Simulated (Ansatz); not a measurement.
Geometry optimisation in Ansatz: input, command and trajectory.

```yaml
crystal:
  lattice:
    - [4.5864359194, 0.0, 0.0]
    - [0.0, 4.5864359194, 0.0]
    - [0.0, 0.0, 3.1189228819]
  atoms:
    - { symbol: Sn, position: [0.5, 0.5, 0.5] }
    - { symbol: Sn, position: [0.0, 0.0, 0.0] }
    - { symbol: O, position: [0.1947890831, 0.8052109169, 0.5] }
    - { symbol: O, position: [0.8052109169, 0.1947890831, 0.5] }
    - { symbol: O, position: [0.3052109169, 0.3052109169, 0.0] }
    - { symbol: O, position: [0.6947890831, 0.6947890831, 0.0] }
basis:
  ecutwfc: 500
kpoints:
  mp_grid: { grid: [6, 6, 8] }
hamiltonian:
  xc: r2scan
scf:
  occupations: { method: gaussian, width: 0.02 }
output:
  forces: true
  stress: true
  eigenvalues: true
relax:
  adjacent_minimum: "off"
  f_tol: 0.008
  max_steps: 50
  cell: { stress_tol: 0.08, p_target: 25.0 }
```

```bash
ansatz run input.yaml --threads 1 --pin off --max-ram 2560MiB --backend cpu --events-out ev --progress --plain --runs-dir out
```

Method: Ansatz, DFT r2SCAN, scalar-relativistic, plane waves, PAW.

Of 5 frames 4 are shown, positions in Å and forces in eV/Å; the SCF threshold varies from step to step. Steps run on the plane waves of an earlier cell, with a Pulay correction in the pressure. The basis is chosen afresh for the last frame, the zero of the energies, and at times for earlier ones too; energy and pressure step there, also at an unchanged geometry. The relaxation lowers the enthalpy F + PV at the target pressure, so the free energy itself can rise.

```xyz
6
Lattice="4.5864 0.0000 0.0000 0.0000 4.5864 0.0000 0.0000 0.0000 3.1189" Properties=species:S:1:pos:R:3:forces:R:3 pbc="T T T" step=1 free_energy_over_end_meV_per_atom=6.82 pressure_GPa=26.61
Sn    2.2932    2.2932    1.5595    0.0000    0.0000    0.0000
Sn    0.0000    0.0000    0.0000    0.0000    0.0000    0.0000
O     0.8934    3.6930    1.5595    0.1075   -0.1075    0.0000
O     3.6930    0.8934    1.5595   -0.1075    0.1075    0.0000
O     1.3998    1.3998    0.0000   -0.1075   -0.1075    0.0000
O     3.1866    3.1866    0.0000    0.1075    0.1075    0.0000
6
Lattice="4.5821 0.0000 0.0000 0.0000 4.5821 0.0000 0.0000 0.0000 3.1388" Properties=species:S:1:pos:R:3:forces:R:3 pbc="T T T" step=2 free_energy_over_end_meV_per_atom=-1.57 pressure_GPa=24.83
Sn    2.2910    2.2910    1.5694    0.0000    0.0000    0.0000
Sn    0.0000    0.0000    0.0000    0.0000    0.0000    0.0000
O     0.8920    3.6901    1.5694    0.0668   -0.0668    0.0000
O     3.6901    0.8920    1.5694   -0.0668    0.0668    0.0000
O     1.3990    1.3990    0.0000   -0.0668   -0.0668    0.0000
O     3.1830    3.1830    0.0000    0.0668    0.0668    0.0000
6
Lattice="4.5794 0.0000 0.0000 0.0000 4.5794 0.0000 0.0000 0.0000 3.1408" Properties=species:S:1:pos:R:3:forces:R:3 pbc="T T T" step=3 free_energy_over_end_meV_per_atom=-0.75 pressure_GPa=24.90
Sn    2.2897    2.2897    1.5704    0.0000    0.0000    0.0000
Sn    0.0000    0.0000    0.0000    0.0000    0.0000    0.0000
O     0.8931    3.6863    1.5704    0.0083   -0.0083    0.0000
O     3.6863    0.8931    1.5704   -0.0083    0.0083    0.0000
O     1.3966    1.3966    0.0000   -0.0083   -0.0083    0.0000
O     3.1827    3.1827    0.0000    0.0083    0.0083    0.0000
6
Lattice="4.5779 0.0000 0.0000 0.0000 4.5779 0.0000 0.0000 0.0000 3.1413" Properties=species:S:1:pos:R:3:forces:R:3 pbc="T T T" step=5 free_energy_over_end_meV_per_atom=0.00 pressure_GPa=25.02
Sn    2.2890    2.2890    1.5707    0.0000    0.0000    0.0000
Sn    0.0000    0.0000    0.0000    0.0000    0.0000    0.0000
O     0.8929    3.6850    1.5707    0.0007   -0.0007    0.0000
O     3.6850    0.8929    1.5707   -0.0007    0.0007    0.0000
O     1.3960    1.3960    0.0000   -0.0007   -0.0007    0.0000
O     3.1819    3.1819    0.0000    0.0007    0.0007    0.0000
```

It took 61 s on 1 thread of Arm Neoverse V2, with other jobs on the host, peak memory 0.54 GiB.